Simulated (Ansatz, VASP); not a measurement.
**Two plane-wave programs on MgO**

File INCAR:

```
ALGO = Normal
EDIFF = 1E-6
ENCUT = 520
GGA = PE
ISIF = 2
ISMEAR = -1
LASPH = T
LCHARG = F
LREAL = F
LWAVE = F
NBANDS = 16
NELM = 80
PREC = Accurate
SIGMA = 0.02
```

File KPOINTS:

```
k-points
0
Gamma
  12 12 6
```

POSCAR

```
MgO
1.0
    3.3868637449      0.0000000000      0.0000000000
   -1.6934318725      2.9331100423      0.0000000000
    0.0000000000      0.0000000000      5.1853972630
Mg O
2 2
Direct
    0.3333333333      0.6666666667     -0.0086890223
    0.6666666667      0.3333333333      0.4913109777
    0.3333333333      0.6666666667      0.3836890223
    0.6666666667      0.3333333333      0.8836890223
```

Input for Ansatz:

```yaml
crystal:
  lattice:
    - [3.3868637449, 0.0, 0.0]
    - [-1.6934318725, 2.9331100423, 0.0]
    - [0.0, 0.0, 5.185397263]
  atoms:
    - { symbol: Mg, position: [0.3333333333, 0.6666666667, -0.0086890223] }
    - { symbol: Mg, position: [0.6666666667, 0.3333333333, 0.4913109777] }
    - { symbol: O, position: [0.3333333333, 0.6666666667, 0.3836890223] }
    - { symbol: O, position: [0.6666666667, 0.3333333333, 0.8836890223] }
kpoints:
  mp_grid: { grid: [12, 12, 6] }
  band_path:
    path:
      - [0.0, 0.0, 0.0]
      - [0.5, 0.0, 0.0]
      - [0.3333333333, 0.3333333333, 0.0]
      - [0.0, 0.0, 0.5]
      - [0.5, 0.0, 0.5]
      - [0.3333333333, 0.3333333333, 0.5]
    npoints: 1
hamiltonian:
  xc: pbe
scf:
  occupations: { method: fermi_dirac, width: 0.02 }
  n_extra_bands: 5
output:
  forces: true
  stress: true
  eigenvalues: true
```

Change from the starting cell: hydrostatic strain +3.0%.

Alike in both runs: task single point; functional PBE; k mesh 12 × 12 × 6; occupations fermi-dirac, width 0.02 eV; no spin polarisation.

```csv
,VASP,Ansatz
version,VASP 6.6.1,Ansatz 0.2.0
potentials or method,"VASP PAW PBE potentials, release 64 (Mg, O)","plane waves, PAW"
plane-wave cutoff (eV),520,420
valence electrons in the cell,16,32
```

Ansatz gave:

```
gap on the k mesh at the Fermi level (eV)       : 3.11
pressure (GPa)                                  : -5.8
largest component of the traceless stress (GPa) : 1.25
rms of the force components (eV/Å)              : 0.010
```

Q: What did VASP give for the same quantities?

A: gap on the k mesh at the Fermi level (eV): 3.09; pressure (GPa): -6.2; largest component of the traceless stress (GPa): 1.28; rms of the force components (eV/Å): 0.010.

Atom by atom the forces differ by 0.000 eV/Å (rms over components). The two sets of potentials don't hold the same shells in valence.

A k mesh can miss the band edges.
